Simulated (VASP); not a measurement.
# InP: atomic charges with PBE

Crystal: InP.

```
CELL_PARAMETERS angstrom
0.00000 2.76883 2.76883
2.76883 0.00000 2.76883
2.76883 2.76883 0.00000
ATOMIC_POSITIONS crystal
In 0.00000 0.00000 0.00000
P 0.50000 0.50000 0.50000
```

Measurements of this composition are mostly on another form, of space group No. 216.

```yaml
Program: VASP 6.6.1
Task: atomic charges
Functional: PBE
Potentials_or_basis: VASP PAW PBE potentials, release 64 (In_d, P)
Cutoff: 520 eV
k_mesh: 8 × 8 × 8
Occupations: gaussian, width 0.02 eV
Spin: no spin polarisation
Further_INCAR_settings: ALGO = Fast; EDIFF = 1e-07
```

- Pressure: -0.1 GPa
- Band gap on the k mesh: none (metal or under the smearing width)
- Valence electrons inside the program's atomic spheres: In 11.31; P 2.48

Levels at points of the mesh, in eV from the Fermi level:
| k point | band 5 | band 6 | band 7 | band 8 | band 9 | band 10 | band 11 | band 12 | band 13 |
| --- | --- | --- | --- | --- | --- | --- | --- | --- | --- |
| (0.00, 0.00, 0.00) | -14.34 | -12.11 | -0.37 | -0.37 | -0.37 | 0.42 | 7.00 | 7.00 | 7.00 |
| (0.50, 0.00, 0.00) | -14.26 | -10.02 | -6.74 | 0.06 | 0.06 | 2.39 | 3.30 | 3.30 | 5.09 |
| (0.50, 0.50, 0.00) | -14.23 | -8.92 | -5.04 | -2.62 | -2.43 | -2.43 | 3.74 | 9.77 | 9.95 |

It took 27 s on 1 thread of Intel(R) Xeon(R) Platinum 8559C (Emerald Rapids), with other jobs on the host, peak memory 0.16 GiB.
